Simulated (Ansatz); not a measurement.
## Ga2O3 (C2/m): the host for defect calculations

Aim: the runs on the perfect crystal Ga2O3 (C2/m) that a defect calculation needs first.

Calculated with Ansatz 0.2.0; plane-wave PAW DFT, r2SCAN; relaxation of the host's cell and atoms; PAW set soft_1, in the first sound run; inputs show where later runs differ.

Most raw output is cut from this account.

### 1. The structure

The structure is monoclinic, space group C2/m (No. 12). The conventional cell has a = 12.280 Å, b = 3.048 Å, c = 5.817 Å, α = 90.00°, β = 103.76°, γ = 90.00°. Nearest to Ga lie 6 O at 1.94 to 2.08 Å. Nearest to Ga lie 4 O at 1.84 to 1.87 Å. Nearest to O lie 3 Ga at 1.84 to 1.94 Å. Nearest to O lie 4 Ga at 1.87 to 2.08 Å. O has 3 Ga at 1.84 to 1.95 Å nearest. Farther neighbours and most contacts between anions are not listed.

### 2. Host cell relaxation

Lattice and positions are set free, within the symmetry that the program keeps.

Contents of cell/input.yaml:

```yaml
crystal:
  lattice:
    - [6.1402367, -1.5237837, 0.0]
    - [6.1402367, 1.5237837, 0.0]
    - [-1.3841309, 0.0, 5.6503489]
  atoms:
    - { symbol: Ga, position: [0.3411617, 0.3411617, 0.68526966] }
    - { symbol: Ga, position: [0.6588383, 0.6588383, 0.31473034] }
    - { symbol: Ga, position: [0.9095256, 0.9095256, 0.205214] }
    - { symbol: Ga, position: [0.0904744, 0.0904744, 0.794786] }
    - { symbol: O, position: [0.50353087, 0.50353087, 0.74333591] }
    - { symbol: O, position: [0.49646913, 0.49646913, 0.25666409] }
    - { symbol: O, position: [0.82662894, 0.82662894, 0.43676984] }
    - { symbol: O, position: [0.17337106, 0.17337106, 0.56323016] }
    - { symbol: O, position: [0.16450498, 0.16450498, 0.10915408] }
    - { symbol: O, position: [0.83549502, 0.83549502, 0.89084592] }
basis:
  ecutwfc: 500
  xc_grid: 2
hamiltonian:
  xc: r2scan
  pseudopotentials: { kind: paw, azcp: { folder: soft_1 } }
kpoints:
  mp_grid: { grid: [9, 9, 5] }
scf:
  occupations: { method: fixed }
  max_iter: 100
relax:
  f_tol: 0.005
  max_steps: 60
  cell: {}
output:
  forces: true
  stress: true
checkpoint:
  write: "../cell.run"
  compress: false
  write_wavefunctions: false
  write_every: 100000
```

Command:

```sh
$ ansatz run input.yaml --threads 32 --pin off --max-ram 56524MiB --backend cuda --events-out ev --progress --plain --runs-dir out --max-vram 78GiB
```

Elapsed: 8.3 s, on 1 × NVIDIA GB200 with 32 threads of Arm Neoverse V2, shared host; peak memory 1.2 GiB.

Relaxation path:

```
step  energy less that of the first step (eV)  largest force component (eV/Å)  pressure (GPa)  volume (Å³)
   1                                   0.0000                          0.0742           -1.54       105.73
   2                                  -0.0038                          0.0394           -0.66       105.30
   3                                  -0.0049                          0.0065            0.03       104.99
   4                                  -0.0049                          0.0116           -0.01       105.03
   5                                  -0.0049                          0.0021            0.00       105.01
   6                                  -0.0042                          0.0021            0.00       105.01
```

The log counts 1 steps on a newly chosen plane-wave basis, not all of them marked here; energy and pressure can jump at such steps.

| cell as run | before | after | change |
| --- | --- | --- | --- |
| a (Å) | 6.326 | 6.312 | -0.2 % |
| b (Å) | 6.326 | 6.312 | -0.2 % |
| c (Å) | 5.817 | 5.808 | -0.2 % |
| α (°) | 103.35 | 103.39 | +0.0 % |
| β (°) | 103.35 | 103.39 | +0.0 % |
| γ (°) | 27.87 | 27.86 | -0.1 % |
| volume (Å³/atom) | 10.57 | 10.50 | -0.7 % |

This step gave:

```yaml
pressure: 0.003881 GPa
```

The relaxation ends with a largest force component of 0.0021 eV/Å and a pressure of 0.00 GPa.

### 3. Dielectric tensors of the host

The response to a uniform electric field gives the electronic dielectric tensor.

This step: plane-wave PAW DFPT, PBEsol; dielectric tensors, Born charges and zone-centre modes of the host; PAW set soft_1 (Ansatz 0.2.0).

Contents of eps/input.yaml:

```yaml
crystal:
  lattice:
    - [6.1265954155, -1.5194804787, -0.0026150466]
    - [6.1265954155, 1.5194804787, -0.0026150466]
    - [-1.3834622942, 0.0, 5.6409524212]
  atoms:
    - { symbol: Ga, position: [0.3412914738, 0.3412914738, 0.6855455686] }
    - { symbol: Ga, position: [0.6587085262, 0.6587085262, 0.3144544314] }
    - { symbol: Ga, position: [0.9094760976, 0.9094760976, 0.2051927019] }
    - { symbol: Ga, position: [0.0905239024, 0.0905239024, 0.7948072981] }
    - { symbol: O, position: [0.5037459962, 0.5037459962, 0.7438036944] }
    - { symbol: O, position: [0.4962540038, 0.4962540038, 0.2561963056] }
    - { symbol: O, position: [0.8266685284, 0.8266685284, 0.4364762482] }
    - { symbol: O, position: [0.1733314716, 0.1733314716, 0.5635237518] }
    - { symbol: O, position: [0.1641900411, 0.1641900411, 0.1091184621] }
    - { symbol: O, position: [0.8358099589, 0.8358099589, 0.8908815379] }
basis:
  ecutwfc: 420
hamiltonian:
  xc: pbesol
  pseudopotentials: { kind: paw, azcp: { folder: soft_1 }, xc_functional: pbe }
kpoints:
  mp_grid: { grid: [8, 8, 4] }
scf:
  occupations: { method: fixed }
  max_iter: 100
phonons:
  method: dfpt
  dielectric: true
  rigid_motions: translations
```

Elapsed: 28 s, on 1 × NVIDIA GB200 with 32 threads; peak memory 5.4 GiB.

Electronic dielectric tensor:

```
4.07 0.00 0.00
0.00 4.18 0.00
0.00 0.00 4.18
```

Static dielectric tensor:

```
11.02  0.00 -0.83
 0.00 10.83  0.00
-0.83  0.00 13.62
```

The principal values of the electronic dielectric tensor are 4.07, 4.18 and 4.18. The principal values of the static dielectric tensor are 10.77, 10.83 and 13.87.

### 4. Primitive cell on a dense mesh

A dense mesh gives the host's converged energy, against which the supercell's sampling is tested.

This step: plane-wave PAW DFT, r2SCAN; single point of the host's primitive cell on a dense mesh; PAW set soft_1 (Ansatz 0.2.0).

dense/input.yaml, as its differences from eps/input.yaml of step 3:

```diff
@@ -17,14 +17,11 @@
 basis:
-  ecutwfc: 420
+  ecutwfc: 500
+  xc_grid: 2
 hamiltonian:
-  xc: pbesol
-  pseudopotentials: { kind: paw, azcp: { folder: soft_1 }, xc_functional: pbe }
+  xc: r2scan
+  pseudopotentials: { kind: paw, azcp: { folder: soft_1 } }
 kpoints:
-  mp_grid: { grid: [8, 8, 4] }
+  mp_grid: { grid: [9, 9, 5] }
 scf:
-  occupations: { method: fixed }
-  max_iter: 100
-phonons:
-  method: dfpt
-  dielectric: true
-  rigid_motions: translations
+  occupations: { method: fermi_dirac, width: 0.01 }
+  max_iter: 80
```

Elapsed: 1.7 s, on 1 × NVIDIA GB200 with 32 threads; peak memory 1 GiB.

### 5. Self-consistent run

This step: plane-wave PAW DFT, r2SCAN; single point of the defect-free supercell, a test of its k-points; PAW set soft_1 (Ansatz 0.2.0).

System of this step: Ga2O3 (C2/m). The cell holds 160 atoms: 64 Ga and 96 O. Its edges and angles: a = 12.253 Å, b = 12.156 Å, c = 11.616 Å, α = 90.0°, β = 103.8°, γ = 90.0°.

Contents of pristine.sampling/input.yaml:

```yaml
crystal:
  lattice:
    - [12.2531908311, 0.0, -0.0052300931]
    - [0.0, 12.15584383, 0.0]
    - [-2.7669245884, 0.0, 11.2819048424]
  atoms:
    - { symbol: Ga, position: [0.3412914738, 0.0, 0.3427727843] }
    - { symbol: Ga, position: [0.8412914738, 0.125, 0.3427727843] }
    - { symbol: Ga, position: [0.1587085262, 0.125, 0.1572272157] }
    - { symbol: Ga, position: [0.6587085262, 0.0, 0.1572272157] }
    - { symbol: Ga, position: [0.4094760976, 0.125, 0.102596351] }
    - { symbol: Ga, position: [0.9094760976, 0.0, 0.102596351] }
    - { symbol: Ga, position: [0.0905239024, 0.0, 0.397403649] }
    - { symbol: Ga, position: [0.5905239024, 0.125, 0.397403649] }
    - { symbol: O, position: [0.0037459962, 0.125, 0.3719018472] }
    - { symbol: O, position: [0.5037459962, 0.0, 0.3719018472] }
    - { symbol: O, position: [0.4962540038, 0.0, 0.1280981528] }
    - { symbol: O, position: [0.9962540038, 0.125, 0.1280981528] }
    - { symbol: O, position: [0.3266685284, 0.125, 0.2182381241] }
    - { symbol: O, position: [0.8266685284, 0.0, 0.2182381241] }
    - { symbol: O, position: [0.1733314716, 0.0, 0.2817618759] }
    - { symbol: O, position: [0.6733314716, 0.125, 0.2817618759] }
    - { symbol: O, position: [0.1641900411, 0.0, 0.054559231] }
    - { symbol: O, position: [0.6641900411, 0.125, 0.054559231] }
    - { symbol: O, position: [0.3358099589, 0.125, 0.445440769] }
    - { symbol: O, position: [0.8358099589, 0.0, 0.445440769] }
    - { symbol: Ga, position: [0.3412914738, 0.0, 0.8427727843] }
    - { symbol: Ga, position: [0.8412914738, 0.125, 0.8427727843] }
    - { symbol: Ga, position: [0.1587085262, 0.125, 0.6572272157] }
    - { symbol: Ga, position: [0.6587085262, 0.0, 0.6572272157] }
    - { symbol: Ga, position: [0.4094760976, 0.125, 0.602596351] }
    - { symbol: Ga, position: [0.9094760976, 0.0, 0.602596351] }
    - { symbol: Ga, position: [0.0905239024, 0.0, 0.897403649] }
    - { symbol: Ga, position: [0.5905239024, 0.125, 0.897403649] }
    - { symbol: O, position: [0.0037459962, 0.125, 0.8719018472] }
    - { symbol: O, position: [0.5037459962, 0.0, 0.8719018472] }
[... 124 atom lines left out ...]
    - { symbol: O, position: [0.1733314716, 0.75, 0.7817618759] }
    - { symbol: O, position: [0.6733314716, 0.875, 0.7817618759] }
    - { symbol: O, position: [0.1641900411, 0.75, 0.554559231] }
    - { symbol: O, position: [0.6641900411, 0.875, 0.554559231] }
    - { symbol: O, position: [0.3358099589, 0.875, 0.945440769] }
    - { symbol: O, position: [0.8358099589, 0.75, 0.945440769] }
basis:
  ecutwfc: 500
  xc_grid: 2
hamiltonian:
  xc: r2scan
  pseudopotentials: { kind: paw, azcp: { folder: soft_1 } }
kpoints:
  mp_grid: { grid: [1, 1, 1] }
scf:
  occupations: { method: fermi_dirac, width: 0.01 }
  max_iter: 80
```

Run time: 1.8 s. Hardware: 1 × NVIDIA GB200 with 32 threads; peak memory 1.2 GiB; 4.6 s of CPU time.

Numbers from this step:

* energy over dense mesh: 0.004426 eV/atom

### 6. Defect free supercell relaxed from its symmetric sites

This cell, the one that will hold the defects, is built from the relaxed host. Its coarser k-points can move the atoms a little, so it is relaxed from the symmetric sites, as the reference for the test of stability.

This step: plane-wave PAW DFT, r2SCAN; relaxation of the defect-free supercell from its symmetric sites; PAW set soft_1 (Ansatz 0.2.0).

pristine.symmetric/input.yaml, as its differences from pristine.sampling/input.yaml of step 5:

```diff
@@ -54 +54,12 @@
   max_iter: 80
+output:
+  forces: true
+relax:
+  f_tol: 0.01
+  max_steps: 60
+  escape_saddle: false
+checkpoint:
+  write: "../pristine.symmetric.run"
+  compress: false
+  write_wavefunctions: false
+  write_every: 100000
```

Wall time 3.8 s (1 × NVIDIA GB200 with 32 threads); peak memory 1.3 GiB.

No atom moved by 0.005 Å in the relaxation.

### 7. Defect free supercell relaxed from displaced atoms

This step: plane-wave PAW DFT, r2SCAN; relaxation of the defect-free supercell from random displacements, a test of the host's stability; PAW set soft_1 (Ansatz 0.2.0).

pristine.rattled/input.yaml, as its differences from pristine.symmetric/input.yaml of step 6:

```diff
@@ -58,6 +58,6 @@
   f_tol: 0.01
-  max_steps: 60
-  escape_saddle: false
+  max_steps: 120
+  random_displacement: { amplitude: 0.08, seed: 9672 }
 checkpoint:
-  write: "../pristine.symmetric.run"
+  write: "../pristine.rattled.run"
   compress: false
```

Run time: 6.2 s. Hardware: 1 × NVIDIA GB200 with 32 threads; peak memory 1.3 GiB.

Step by step:

```
step  energy less that of the first step (eV)  largest force component (eV/Å)
   1                                   0.0000                          4.4152
   2                                  -7.2961                          2.4294
   3                                 -10.3241                          0.0582
   4                                 -10.3242                          0.0576
   5                                 -10.3298                          0.0021
   6                                 -10.3298                          0.0021
```

The relaxation ends 65 meV an atom lower than the displaced start, with a largest force component of 0.0021 eV/Å.

### 8. Outcome

| Property | Result |
| --- | --- |
| primitive cell vectors, lengths | 6.312, 6.312, 5.808 Å |
| electronic dielectric constant | principal values (4.07, 4.18, 4.18) |
| static dielectric constant | principal values (10.77, 10.83, 13.87) |
| gap on the k-mesh of the response run (PBEsol) | 2.29 eV |
| supercell relaxed in its symmetry less the displaced and relaxed one | 0.000 eV |
| energy an atom at the zone centre alone less that on the dense mesh | 0.004 eV |

What this shows: Step 7: The energy fell by 10.330 eV from the randomly displaced start; the atoms end within 0.005 Å of the sites as typed, once the mean shift is taken out. The displaced cell ends within 0.01 eV of the symmetric one relaxed in its symmetry, so no lower structure shows in this supercell. The k-mesh can miss the band edges, so this gap is an upper bound at this level. All at zero temperature.

[Logs are printed without paths, hosts, clocks, repeated set-up lines and the standing remarks that a program may print on its own settings, such as how far it seeks lower states.]

[Hosts, paths, dates, database ids (printed as entryN), source tags and the programs' standing remarks are cut or masked in the printed files.]

[Runs of the host that timed out are not shown.]

[For some hosts the program warned that the k-mesh of the response run may be too coarse for force constants and the static dielectric constant; such warnings are not always shown.]

[The program warned that the k-mesh of a response run behind this text may be too coarse: force constants, and the static dielectric constant and all else formed from them, are not shown converged.]
